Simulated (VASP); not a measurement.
W, 1 atom in the cell. It takes space group Im-3m (No. 229, cubic). Conventional cell: a = 3.229 Å, b = 3.229 Å, c = 3.229 Å, α = 90.00°, β = 90.00°, γ = 90.00°. W (site symmetry m-3m) has 8 W at 2.80 Å as nearest neighbours.  The cell isn't the ideal one: a relaxed cell with its volume scaled by 1.06.

| Quantity | Value |
| --- | --- |
| Program | VASP 6.6.1 |
| Task | single point |
| Functional | r2SCAN |
| Dispersion | rVV10 |
| Potentials or basis | VASP PAW PBE potentials, release 64 (W_sv) |
| Cutoff | 520 eV |
| k mesh | 18 × 18 × 18 |
| Occupations | gaussian, width 0.1 eV |
| Spin | no spin polarisation |
| Further INCAR settings | ALGO = Normal; EDIFF = 1e-07 |

Potentials or basis: VASP PAW PBE potentials, release 64 (W_sv).

The run is started by

```bash
$ cat potpaw_PBE.64/W_sv/POTCAR > POTCAR
$ mpirun -np 1 vasp_std > vasp.out
```

Hardware: 1 thread of Intel(R) Xeon(R) 6975P-C (Granite Rapids) (shared host).

Question: How long does it take, and how much memory?

Answer: It took 86 s on 1 thread of Intel(R) Xeon(R) 6975P-C (Granite Rapids), with other jobs on the host, peak memory 0.24 GiB. Counts: scf iterations 21, k points 195.
